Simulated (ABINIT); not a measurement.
Set up this calculation in ABINIT 10.8.3 (patched build), as the native input.

```
Task                : band structure
Functional          : PBEsol
Potentials or basis : JTH PAW PBE v2.0
Cutoff              : 517 eV
k mesh              : 10 × 10 × 10
Occupations         : fermi-dirac, width 0.05 eV
Spin                : spin-orbit coupling, no magnetisation
Fine-grid cutoff    : 1034.03 eV
```

Hf:

```xyz
1
Lattice="-1.8050 1.8050 1.8050 1.8050 -1.8050 1.8050 1.8050 1.8050 -1.8050" Properties=species:S:1:pos:R:3 pbc="T T T"
Hf    0.0000    0.0000    0.0000
```

This isn't the form of Hf at room conditions, which is hcp.

The input as run:

run.abi

```
# Datasets: ground state, then fixed potential
ndtset 2

# Pseudopotentials
pp_dirpath "./"
pseudos "Hf.GGA_PBE-JTH.xml"

# Structure
acell 3*1.0
rprim
    -3.4109556549     3.4109556549     3.4109556549
     3.4109556549    -3.4109556549     3.4109556549
     3.4109556549     3.4109556549    -3.4109556549
ntypat 1
znucl 72
natom 1
typat 1
xred
     0.0000000000     0.0000000000     0.0000000000

# Plane-wave basis
ecut 19.0
pawecutdg 38.0
pawxcdev 0

# Exchange and correlation
ixc -116133

# Bands and occupations
occopt 3
tsmear 0.00183747

# Spin
nspinor 2
nspden 1
pawspnorb 1

# SCF cycle
nstep 100

# Output
iomode 3
prtwf 0
prteig 0
prtebands 0
enunit 1
prtden1 1

# Dataset 1
kptopt1 4
ngkpt1 10 10 10
nshiftk1 1
shiftk1 0.0 0.0 0.0
nband1 20
tolvrs1 1.0e-9

# Dataset 2: bands along G-H-N-G-P-H
iscf2 -2
getden2 1
nband2 32
nbdbuf2 8
tolwfr2 1.0e-11
kptopt2 -5
ndivsm2 5
prteig2 1
kptbounds2
     0.0000000000     0.0000000000     0.0000000000
     0.5000000000    -0.5000000000     0.5000000000
     0.0000000000     0.0000000000     0.5000000000
     0.0000000000     0.0000000000     0.0000000000
     0.2500000000     0.2500000000     0.2500000000
     0.5000000000    -0.5000000000     0.5000000000
```

Potentials or basis: JTH PAW PBE v2.0.

Launch:

```bash
$ abinit run.abi > log 2>&1
```

Results of the run:

```yaml
Pressure: -9.4 GPa
Band_gap_on_the_k_mesh: none (metal or under the smearing width)
Valence_electrons_inside_the_program's_atomic_spheres: Hf 9.43 (radii [1.2759] Å)
```

Caveat: the PAW data sets were made with another functional, which shifts forces and pressure a little.

It took 29 s on 1 thread of Intel(R) Xeon(R) 6975P-C (Granite Rapids), on a shared host, peak memory 0.12 GiB.
